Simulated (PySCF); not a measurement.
Assignment exercise: C8H6

Structure with atom numbers: `[CH:1]#[C:2][c:3]1[cH:4][cH:5][cH:6][cH:7][cH:8]1` (H(Xn): hydrogen on atom n).

PySCF calculation with NMR shieldings at B97-2/pcSseg-2/GIAO and coordinates at the PBE0-D3(BJ)/def2-TZVP level; fast rotation and ring inversion assumed for equivalent nuclei, isolated molecule, non-relativistic, one computed conformer.

References, each an isolated molecule treated in the same way: TMS for ¹³C (σ = 185.38 ppm) and ¹H (σ = 31.64 ppm).

Problem. Assign these signals to the numbered atoms. ¹³C{¹H} NMR (computed): δ 140.7 (CH), 134.9 (CH), 134.6 (CH), 129.8 (C), 88.7 (C), 84.3 (CH).

Solution. 
| δ (ppm) | atoms | environment | reason |
| --- | --- | --- | --- |
| 140.7 | C4/C8 | aromatic CH | – |
| 134.9 | C6 | aromatic CH | the aromatic region |
| 134.6 | C5/C7 | aromatic CH | – |
| 129.8 | C3 | substituted aromatic carbon | – |
| 88.7 | C2 | alkyne carbon | sp carbons lie upfield of alkene carbons because the cylindrical π system leaves one tensor component strongly shielded |
| 84.3 | C1 | terminal alkyne carbon | sp carbons lie upfield of alkene carbons because the cylindrical π system leaves one tensor component strongly shielded |

C6 and C5/C7 lie closer than the usual error of such a calculation, so a measured spectrum could show them in the other order.

Problem. Assign these signals to the numbered atoms. ¹H NMR (400 MHz, computed): δ 7.85 (d, 2H), 7.57 (m, 2H), 7.56 (m, 1H), 2.94 (s, 1H).

Solution. 
```tsv
δ (ppm)	atoms	environment	reason
7.85	H(C4)/H(C8)	hydrogen on an aromatic CH	it sits in the deshielding region of the aromatic ring current
7.57	H(C5)/H(C7)	hydrogen on an aromatic CH	–
7.56	H(C6)	hydrogen on an aromatic CH	–
2.94	H(C1)	hydrogen on a terminal alkyne carbon	it lies on the axis of the triple bond, in its shielding cone
```

H(C5)/H(C7) and H(C6) lie closer than the usual error of such a calculation, so a measured spectrum could show them in the other order.

Shifts are as computed. Against solution values, carbons near 30 ppm lie about +3 ppm off and those near 130 ppm about +7 ppm. Of 1211 compounds with measured shifts, 218 miss one by over three times the rms of a fit or turn the order of signals round; such compounds aren't used in these exercises. Multiplicities follow the n + 1 count of equivalent neighbours, as no J values were calculated; m marks all less simple cases, F and P coupling included.
